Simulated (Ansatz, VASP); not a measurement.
## One calculation of C, 3 ways

The starting cell:

```
CELL_PARAMETERS angstrom
0.00000 1.78337 1.78337
1.78337 0.00000 1.78337
1.78337 1.78337 0.00000
ATOMIC_POSITIONS crystal
C 0.75000 0.75000 0.75000
C 0.50000 0.50000 0.50000
```

Alike in all runs: task relaxation of cell and atoms; functional PBEsol; dispersion D3(BJ); k mesh 13 × 13 × 13; occupations fermi-dirac, width 0.05 eV; no spin polarisation; no spin-orbit coupling.

| program and potentials | plane-wave cutoff (eV) | notes | equilibrium volume (Å³/atom) |
| --- | --- | --- | --- |
| Ansatz, Ansatz PAW | 420 | potentials made for PBE, which Ansatz adapts in part | 5.56 |
| VASP, PBE PAW files C, 600 eV | 600 | potentials made for PBE | 5.57 |
| Ansatz, all-electron LAPW, scalar-relativistic | - | - | 5.56 |

The equilibrium volume spans 5.56 (Ansatz, Ansatz PAW) to 5.57 Å³/atom (VASP, PBE PAW files C, 600 eV), with all-electron results at 5.56. Relaxations stop with a little pressure left, so the last digit of a volume isn't settled.

Differences between rows come from potentials, basis sets and numerical settings, since the functional is the same but for its coding. Runs on potential files found faulty are left out.

The starting cell is diamond, and its equilibrium volume hardly depends on how the core is treated: both PAW calculations reproduce the all-electron value closely. This is plausible for carbon, whose compact, deep 1s shell takes almost no part in bonding, so potentials generated with PBE probably carry over well to PBEsol. The volume itself is set by short, directional sp³ bonds, which resist compression strongly and leave little room for small differences between potentials to shift the minimum.

All the relaxed cells are, however, somewhat smaller than the starting cell, which lies close to the measured size of diamond. The likely cause is the added dispersion attraction, since PBEsol alone already gives a fairly compact lattice; the missing zero-point expansion, appreciable for so light an atom in so stiff a network, probably adds to the shortfall. Because the programs share both features, their agreement supports the potentials but not the accuracy of the predicted volume. Nor does it establish equal quality for the elastic response or for the energy relative to graphite.
